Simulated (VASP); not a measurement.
# Y (P6_3/mmc) in VASP: notebook

One crystal, Y, is run at these levels: PBEsol; tasks: single point.

Everything below comes from runs of VASP 6.6.1. Logs are shortened: lines on timing, memory, paths and dates and some standing lists are left out, and cuts for length are marked.

## (1) Starting point

It takes space group P6_3/mmc (No. 194, hexagonal). Conventional cell: a = 3.647 Å, b = 3.647 Å, c = 5.731 Å, α = 90.00°, β = 90.00°, γ = 120.00°. Y (site symmetry -6m2) has 12 Y at 3.56 to 3.65 Å as nearest neighbours.

## (2) Single point, PBEsol

Input file INCAR:

```
SYSTEM = Y
PREC = Accurate ; ENCUT = 450
EDIFF = 1E-6 ; ISMEAR = -1
SIGMA = 0.15 ; LREAL = .FALSE.
LASPH = .TRUE. ; NELM = 100
ALGO = Normal ; ISIF = 2
LWAVE = .FALSE. ; LCHARG = .FALSE.
GGA = PS ; ADDGRID = .FALSE.
```

Input file KPOINTS:

```
regular mesh
0
G
  10 10 6
  0 0 0
```

Input file POSCAR:

```
Y
1.0
    3.6474000000      0.0000000000      0.0000000000
   -1.8237000000      3.1587410578      0.0000000000
    0.0000000000      0.0000000000      5.7306000000
Y
2
Direct
    0.6666666667      0.3333333333      0.7500000000
    0.3333333333      0.6666666667      0.2500000000
```

Potentials or basis: VASP PAW PBE potentials, release 64 (Y_sv).

Started as:

```
$ cat potpaw_PBE.64/Y_sv/POTCAR > POTCAR
$ mpirun -np 1 vasp_std > vasp.out
```

OUTCAR:

```text
SYSTEM = Y
   PREC = Accurate
   ENCUT = 450
   EDIFF = 1E-6
   ISMEAR = -1
   LREAL = .FALSE.
   LASPH = .TRUE.
   NELM = 100
   ISIF = 2
   GGA = PS

 Found     56 irreducible k-points:

 Following reciprocal coordinates:
            Coordinates               Weight
  0.000000  0.000000  0.000000      1.000000
  0.100000  0.000000  0.000000      6.000000
  0.200000  0.000000  0.000000      6.000000
  0.300000 -0.000000  0.000000      6.000000
  0.400000  0.000000  0.000000      6.000000
  0.500000  0.000000  0.000000      3.000000
   k-points           NKPTS =     56   k-points in BZ     NKDIM =     56   number of bands    NBANDS=     15
   number of dos      NEDOS =    301   number of ions     NIONS =      2
   total plane-waves  NPLWV =  31360
   dimension x,y,z NGX =    28 NGY =   28 NGZ =   40
   dimension x,y,z NGXF=    56 NGYF=   56 NGZF=   80
   ions per type =               2
   NGX,Y,Z   is equivalent  to a cutoff of  12.76, 12.76, 11.60 a.u.
   NGXF,Y,Z  is equivalent  to a cutoff of  25.52, 25.52, 23.21 a.u.
 SYSTEM =  Y
   PREC   = accura    normal or accurate (medium, high low for compatibility)
   ISTART =      0    job   : 0-new  1-cont  2-samecut
   ICHARG =      2    charge: 1-file 2-atom 10-const
   ISPIN  =      1    spin polarized calculation?
   LNONCOLLINEAR =      F non collinear calculations
   LSORBIT =      F    spin-orbit coupling
   LASPH  =      T    aspherical Exc in radial PAW
   ENCUT  =  450.0 eV  33.07 Ry    5.75 a.u.   6.31  6.31  9.91*2*pi/ulx,y,z
   NELM   =    100;   NELMIN=  2; NELMDL= -5     # of ELM steps
   EDIFF  = 0.1E-05   stopping-criterion for ELM
   LREAL  =      F    real-space projection
   EDIFFG = 0.1E-04   stopping-criterion for IOM
   NSW    =      0    number of steps for IOM
   IBRION =     -1    ionic relax: 0-MD 1-quasi-New 2-CG
   NFREE  =      0    steps in history (QN), initial steepest desc. (CG)
   ISIF   =      2    stress and relaxation
   ISYM   =      2    0-nonsym 1-usesym 2-fastsym
   POTIM  = 0.5000    time-step for ionic-motion
   TEBEG  =    0.0;   TEEND  =   0.0 temperature during run
   PSTRESS=    0.0 pullay stress
   NELECT =      22.0000    total number of electrons
   NUPDOWN=      -1.0000    fix difference up-down
   EMIN   =  10.00;   EMAX   =-10.00  energy-range for DOS
   EFERMI =   0.00;   METHOD = LEGACY
   ISMEAR =    -1;   SIGMA  =   0.15  broadening in eV -4-tet -1-fermi 0-gaus
   EFERMI_NEDOS =   21; number of points for ismear=-14 and -15
   IALGO  =     38    algorithm
   IMIX   =      4    mixing-type and parameters
     AMIX     =   0.40;   BMIX     =  1.00
     AMIX_MAG =   1.60;   BMIX_MAG =  1.00
  volume/ion in A,a.u.               =      33.01       222.77
  Fermi-wavevector in a.u.,A,eV,Ry     =   1.134967  2.144777 17.526345  1.288150
  Thomas-Fermi vector in A             =   2.271671
   LORBIT       =      0    0 simple, 1 ext, 2 COOP (PROOUT), +10 PAW based schemes
   GGA     = PS    functional components
   LHFCALC =     F    Hartree Fock is set to
   AEXX    =    0.0000 exact exchange contribution
   IVDW    =     0    specifies the selected vdW correction
   LEPSILON=     F    determine dielectric tensor
   LRPA    =     F    only Hartree local field effects (RPA)
 non-spin polarized calculation
  energy-cutoff  :      450.00
  volume of cell :       66.02
 maximum number of plane-waves:      1456
 NGX is ok and might be reduce to    28
   NGX = 13   NGY = 13   NGZ = 19

 number of electron      22.0000000 magnetization

 Free energy of the ion-electron system (eV)
  ---------------------------------------------------
  ext. energy  EPLUGINS =         0.00000000
  ---------------------------------------------------
  free energy    TOTEN  =       -13.74944454 eV

  energy without entropy =      -13.49657028  energy(sigma->0) =      -13.62300741

 E-fermi :   2.8625     XC(G=0):  -9.5132

 val. band max:        2.8546771094   @ k =   0.4000   0.0000   0.0000
 cond. band min:       2.8759682494   @ k =   0.4000   0.0000   0.1667
 fundamental gap:      0.0212911401
 Fermi energy:         2.8624904618

 k-point     1 :       0.0000    0.0000    0.0000
  band No.  band energies     occupation
      1     -39.7426      2.00000
      2     -39.6704      2.00000
      3     -20.0396      2.00000
      4     -19.5614      2.00000
      5     -19.5614      2.00000
      6     -19.4731      2.00000
      7     -19.4731      2.00000
      8     -19.4477      2.00000
      9      -1.8330      2.00000
     10       0.9976      1.99999
     11       3.7358      0.00591
     12       4.6032      0.00002
     13       4.6032      0.00002
     14       4.8848      0.00000
     15       5.2012      0.00000

 k-point     2 :       0.1000    0.0000    0.0000
  band No.  band energies     occupation
      1     -39.7377      2.00000
      2     -39.6687      2.00000
      3     -20.0221      2.00000
      4     -19.5969      2.00000
      5     -19.5735      2.00000
      6     -19.5104      2.00000
      7     -19.4777      2.00000
      8     -19.4559      2.00000
      9      -1.6216      2.00000
     10       1.1964      1.99997
     11       3.5244      0.02395
     12       4.1416      0.00040
     13       4.8000      0.00000
     14       4.9660      0.00000
     15       5.2248      0.00000

 k-point     3 :       0.2000    0.0000    0.0000
  band No.  band energies     occupation
      1     -39.7245      2.00000
      2     -39.6645      2.00000
      3     -19.9729      2.00000
      4     -19.6903      2.00000
      5     -19.6050      2.00000
      6     -19.6038      2.00000
      7     -19.4910      2.00000
      8     -19.4807      2.00000
      9      -1.0281      2.00000
     10       1.6903      1.99919
     11       3.0397      0.46960
     12       3.5003      0.02806
     13       4.5155      0.00003
     14       4.9288      0.00000
     15       5.0445      0.00000

 k-point     4 :       0.3000   -0.0000    0.0000
  band No.  band energies     occupation
      1     -39.7071      2.00000
      2     -39.6605      2.00000
      3     -19.9022      2.00000
      4     -19.8064      2.00000
      5     -19.7163      2.00000
      6     -19.6393      2.00000
      7     -19.5211      2.00000
      8     -19.5089      2.00000
      9      -0.1776      2.00000
     10       2.0415      1.99164
     11       2.5351      1.79731
     12       3.0620      0.41838
     13       4.3349      0.00011
     14       4.5568      0.00002
     15       4.6673      0.00001

 k-point     5 :       0.4000    0.0000    0.0000
  band No.  band energies     occupation
      1     -39.6909      2.00000
      2     -39.6592      2.00000
      3     -19.9002      2.00000
      4     -19.8284      2.00000
      5     -19.8025      2.00000
      6     -19.6671      2.00000
      7     -19.5702      2.00000
      8     -19.5241      2.00000
      9       0.6986      2.00000
     10       1.8879      1.99699
     11       2.1781      1.97934
     12       2.8547      1.02604
     13       4.3189      0.00012
     14       4.4128      0.00006
     15       4.6812      0.00001

 k-point     6 :       0.5000    0.0000    0.0000
  band No.  band energies     occupation
      1     -39.6836      2.00000
      2     -39.6599      2.00000
      3     -19.9360      2.00000
      4     -19.8346      2.00000
      5     -19.7903      2.00000
      6     -19.6775      2.00000
      7     -19.5989      2.00000
      8     -19.5301      2.00000
      9       1.1808      1.99997
     10       1.6839      1.99923
     11       2.0509      1.99110
     12       2.7603      1.32807
     13       4.2378      0.00021
     14       4.3240      0.00012
     15       4.9010      0.00000

 [... further k-points ...]

------------------------ aborting loop because EDIFF is reached ----------------------------------------

  FORCE on cell =-STRESS in cart. coord.  units (eV):
  Direction    XX          YY          ZZ          XY          YZ          ZX
  --------------------------------------------------------------------------------------
  -------------------------------------------------------------------------------------
  Total       -0.7950176     -0.7950176     -0.8566111      0.0000000      0.0000000      0.0000000
  in kB      -19.2925572    -19.2925572    -20.7872360      0.0000000      0.0000000      0.0000000
  external PRESSURE =     -19.7907834 kB  Pullay stress =       0.0000000 kB

 VOLUME and BASIS-vectors are now :
 -----------------------------------------------------------------------------
  energy-cutoff  :      450.00
  volume of cell :       66.02
      direct lattice vectors                 reciprocal lattice vectors
     3.647400000  0.000000000  0.000000000     0.274167900  0.158290911  0.000000000
    -1.823700000  3.158741058  0.000000000     0.000000000  0.316581822  0.000000000
     0.000000000  0.000000000  5.730600000     0.000000000  0.000000000  0.174501797

 POSITION                                       TOTAL-FORCE (eV/Angst)
 -----------------------------------------------------------------------------------
      1.82370      1.05291      4.29795        -0.000000      0.000000      0.000000
     -0.00000      2.10583      1.43265         0.000000      0.000000      0.000000
 -----------------------------------------------------------------------------------
    total drift:                               -0.000000      0.000000     -0.000000

  FREE ENERGIE OF THE ION-ELECTRON SYSTEM (eV)
  ---------------------------------------------------
  free  energy   TOTEN  =       -13.7494445415 eV

  energy  without entropy=      -13.4965702826  energy(sigma->0) =      -13.62300741
```

Run time: 35 s. Hardware: 1 thread of Intel Xeon Platinum 8488C (Sapphire Rapids), shared host; peak memory 0.21 GiB.

These settings aren't checked as converged: the numbers below hold their error.

Results:

```
Free energy            : -13.7494 eV
Pressure               : -2.0 GPa
Band gap on the k mesh : none (metal or under the smearing width)
```

Caveat: the PAW data sets were made with another functional, which shifts forces and pressure a little.

## (3) Single point, PBEsol

INCAR: that of step 2 with these lines changed.

```diff
@@ -1,3 +1,3 @@
 SYSTEM = Y
-PREC = Accurate ; ENCUT = 450
+PREC = Accurate ; ENCUT = 350
 EDIFF = 1E-6 ; ISMEAR = -1
```

Input file KPOINTS:

```
regular mesh
0
G
  12 12 7
  0 0 0
```

POSCAR is that of step 2.

Potentials or basis: VASP PAW PBE potentials, release 64 (Y_sv).

Started as:

```
$ cat potpaw_PBE.64/Y_sv/POTCAR > POTCAR
$ mpirun -np 1 vasp_std > vasp.out
```

OUTCAR:

```text
SYSTEM = Y
   PREC = Accurate
   ENCUT = 350
   EDIFF = 1E-6
   ISMEAR = -1
   LREAL = .FALSE.
   LASPH = .TRUE.
   NELM = 100
   ISIF = 2
   GGA = PS

 Found     76 irreducible k-points:

 Following reciprocal coordinates:
            Coordinates               Weight
  0.000000  0.000000  0.000000      1.000000
  0.083333  0.000000  0.000000      6.000000
  0.166667  0.000000  0.000000      6.000000
  0.250000  0.000000  0.000000      6.000000
  0.333333  0.000000  0.000000      6.000000
  0.416667  0.000000  0.000000      6.000000
   k-points           NKPTS =     76   k-points in BZ     NKDIM =     76   number of bands    NBANDS=     15
   number of dos      NEDOS =    301   number of ions     NIONS =      2
   total plane-waves  NPLWV =  20736
   dimension x,y,z NGX =    24 NGY =   24 NGZ =   36
   dimension x,y,z NGXF=    48 NGYF=   48 NGZF=   72
   ions per type =               2
   NGX,Y,Z   is equivalent  to a cutoff of  10.94, 10.94, 10.44 a.u.
   NGXF,Y,Z  is equivalent  to a cutoff of  21.88, 21.88, 20.89 a.u.
 SYSTEM =  Y
   PREC   = accura    normal or accurate (medium, high low for compatibility)
   ISTART =      0    job   : 0-new  1-cont  2-samecut
   ICHARG =      2    charge: 1-file 2-atom 10-const
   ISPIN  =      1    spin polarized calculation?
   LNONCOLLINEAR =      F non collinear calculations
   LSORBIT =      F    spin-orbit coupling
   LASPH  =      T    aspherical Exc in radial PAW
   ENCUT  =  350.0 eV  25.72 Ry    5.07 a.u.   5.56  5.56  8.74*2*pi/ulx,y,z
   NELM   =    100;   NELMIN=  2; NELMDL= -5     # of ELM steps
   EDIFF  = 0.1E-05   stopping-criterion for ELM
   LREAL  =      F    real-space projection
   EDIFFG = 0.1E-04   stopping-criterion for IOM
   NSW    =      0    number of steps for IOM
   IBRION =     -1    ionic relax: 0-MD 1-quasi-New 2-CG
   NFREE  =      0    steps in history (QN), initial steepest desc. (CG)
   ISIF   =      2    stress and relaxation
   ISYM   =      2    0-nonsym 1-usesym 2-fastsym
   POTIM  = 0.5000    time-step for ionic-motion
   TEBEG  =    0.0;   TEEND  =   0.0 temperature during run
   PSTRESS=    0.0 pullay stress
   NELECT =      22.0000    total number of electrons
   NUPDOWN=      -1.0000    fix difference up-down
   EMIN   =  10.00;   EMAX   =-10.00  energy-range for DOS
   EFERMI =   0.00;   METHOD = LEGACY
   ISMEAR =    -1;   SIGMA  =   0.15  broadening in eV -4-tet -1-fermi 0-gaus
   EFERMI_NEDOS =   21; number of points for ismear=-14 and -15
[... 19 lines left out ...]
   NGX = 11   NGY = 11   NGZ = 17

 number of electron      22.0000004 magnetization

 Free energy of the ion-electron system (eV)
  ---------------------------------------------------
  ext. energy  EPLUGINS =         0.00000000
  ---------------------------------------------------
  free energy    TOTEN  =       -13.74903028 eV

  energy without entropy =      -13.49556261  energy(sigma->0) =      -13.62229645

 E-fermi :   2.8628     XC(G=0):  -9.5132

 val. band max:        2.8622940312   @ k =   0.3333   0.0000   0.4286
 cond. band min:       2.8663903729   @ k =   0.2500   0.2500   0.4286
 fundamental gap:      0.0040963417
 Fermi energy:         2.8628201721

 k-point     1 :       0.0000    0.0000    0.0000
  band No.  band energies     occupation
      1     -39.7420      2.00000
      2     -39.6698      2.00000
      3     -20.0387      2.00000
      4     -19.5603      2.00000
      5     -19.5603      2.00000
      6     -19.4720      2.00000
      7     -19.4720      2.00000
      8     -19.4467      2.00000
      9      -1.8344      2.00000
     10       0.9971      1.99999
     11       3.7367      0.00588
     12       4.6034      0.00002
     13       4.6034      0.00002
     14       4.8848      0.00000
[... 77 lines left out ...]
      2     -39.6587      2.00000
      3     -19.9099      2.00000
      4     -19.8170      2.00000
      5     -19.8110      2.00000
      6     -19.6691      2.00000
      7     -19.5768      2.00000
      8     -19.5248      2.00000
      9       0.8224      2.00000
     10       1.8436      1.99776
     11       2.1398      1.98399
     12       2.8286      1.11356
     13       4.2946      0.00014
     14       4.3860      0.00008
     15       4.7452      0.00001

 [... further k-points ...]

------------------------ aborting loop because EDIFF is reached ----------------------------------------

  FORCE on cell =-STRESS in cart. coord.  units (eV):
  Direction    XX          YY          ZZ          XY          YZ          ZX
  --------------------------------------------------------------------------------------
  -------------------------------------------------------------------------------------
  Total       -0.8003475     -0.8003475     -0.8575989      0.0000000      0.0000000     -0.0000000
  in kB      -19.4218987    -19.4218987    -20.8112080      0.0000000      0.0000000     -0.0000000
  external PRESSURE =     -19.8850018 kB  Pullay stress =       0.0000000 kB

 VOLUME and BASIS-vectors are now :
 -----------------------------------------------------------------------------
  energy-cutoff  :      350.00
  volume of cell :       66.02
      direct lattice vectors                 reciprocal lattice vectors
     3.647400000  0.000000000  0.000000000     0.274167900  0.158290911  0.000000000
    -1.823700000  3.158741058  0.000000000     0.000000000  0.316581822  0.000000000
     0.000000000  0.000000000  5.730600000     0.000000000  0.000000000  0.174501797

 POSITION                                       TOTAL-FORCE (eV/Angst)
 -----------------------------------------------------------------------------------
      1.82370      1.05291      4.29795         0.000000     -0.000000      0.000000
     -0.00000      2.10583      1.43265        -0.000000      0.000000      0.000000
 -----------------------------------------------------------------------------------
    total drift:                               -0.000000      0.000000     -0.000000

  FREE ENERGIE OF THE ION-ELECTRON SYSTEM (eV)
  ---------------------------------------------------
  free  energy   TOTEN  =       -13.7490302822 eV

  energy  without entropy=      -13.4955626138  energy(sigma->0) =      -13.62229645
```

OSZICAR:

```text
N       E                     dE             d eps       ncg     rms          rms(c)
DAV:   1     0.701379259237E+02    0.70138E+02   -0.96588E+03  2344   0.106E+03
DAV:   2    -0.744901828893E+01   -0.77587E+02   -0.76757E+02  2927   0.237E+02
DAV:   3    -0.140973306344E+02   -0.66483E+01   -0.66029E+01  4270   0.424E+01
DAV:   4    -0.142243628761E+02   -0.12703E+00   -0.12698E+00  2571   0.651E+00
DAV:   5    -0.142279078840E+02   -0.35450E-02   -0.35449E-02  3252   0.828E-01    0.332E+01
DAV:   6    -0.138374188218E+02    0.39049E+00   -0.48826E-01  2302   0.488E+00    0.205E+01
DAV:   7    -0.137617810254E+02    0.75638E-01   -0.92860E-01  2916   0.617E+00    0.176E+00
DAV:   8    -0.137498537187E+02    0.11927E-01   -0.18072E-01  2742   0.277E+00    0.113E+00
DAV:   9    -0.137489517663E+02    0.90195E-03   -0.48344E-03  3193   0.487E-01    0.444E-01
DAV:  10    -0.137490893151E+02   -0.13755E-03   -0.19104E-03  2433   0.446E-01    0.342E-01
DAV:  11    -0.137490296309E+02    0.59684E-04   -0.13425E-04  3043   0.113E-01    0.276E-02
DAV:  12    -0.137490277969E+02    0.18339E-05   -0.28326E-05  2669   0.508E-02    0.283E-02
DAV:  13    -0.137490303235E+02   -0.25266E-05   -0.77587E-06  2602   0.286E-02    0.936E-04
DAV:  14    -0.137490302822E+02    0.41367E-07   -0.15686E-07  1462   0.288E-03
   1 F= -.13749030E+02 E0= -.13622296E+02  d E =-.253468E+00
```

Wall time 21 s (1 thread of Intel Xeon Platinum 8488C (Sapphire Rapids), shared host); peak memory 0.18 GiB.

These settings aren't checked as converged: the numbers below hold their error.

What came out:

| Property | Result |
| --- | --- |
| Free energy | -13.7490 eV |
| Pressure | -2.0 GPa |
| Band gap on the k mesh | none (metal or under the smearing width) |

Caveat: the PAW data sets were made with another functional, which shifts forces and pressure a little.
